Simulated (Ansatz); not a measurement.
The system is Ru.

```
Ru
1.0
     2.70580    0.00000    0.00000
    -1.35290    2.34329    0.00000
     0.00000    0.00000    4.28190
Ru
2
Direct
  0.66667 0.33333 0.75000
  0.33333 0.66667 0.25000
```

* Program: Ansatz 0.2.0
* Task: relaxation of cell and atoms
* Functional: revPBE
* Potentials or basis: Ansatz PAW
* Cutoff: 420 eV (not typed: the program's choice for these potentials)
* k mesh: 11 × 11 × 6
* Occupations: fermi-dirac, width 0.05 eV
* Spin: no spin polarisation

At the start: volume 13.57 Å³/atom.

Q: Where does the relaxation end?

A: It ends after 5 steps and the volume is 13.91 Å³/atom (+2.5 %); space group P6_3/mmc (No. 194, to 0.05 Å).

The path:
```
step  energy change (eV)  largest force (eV/Å)  volume (Å³)
   1              0.0000                0.0000        27.15
   2              0.0004                0.0000        28.52
   3             -0.0155                0.0000        27.86
   4             -0.0156                0.0000        27.82
   5             -0.0159                0.0000        27.82
```

Final structure:
```
Ru
1.0
     2.72892    0.00000    0.00000
    -1.36446    2.36332    0.00000
     0.00000    0.00000    4.31387
Ru
2
Direct
  0.66667 0.33333 0.75000
  0.33333 0.66667 0.25000
```

Caveat: the plane-wave basis is chosen anew once the cell has moved, so the energies of steps on either side of that aren't comparable; the PAW data sets come from PBE, with cores solved anew for the run's functional, which leaves a small shift of forces and pressure.
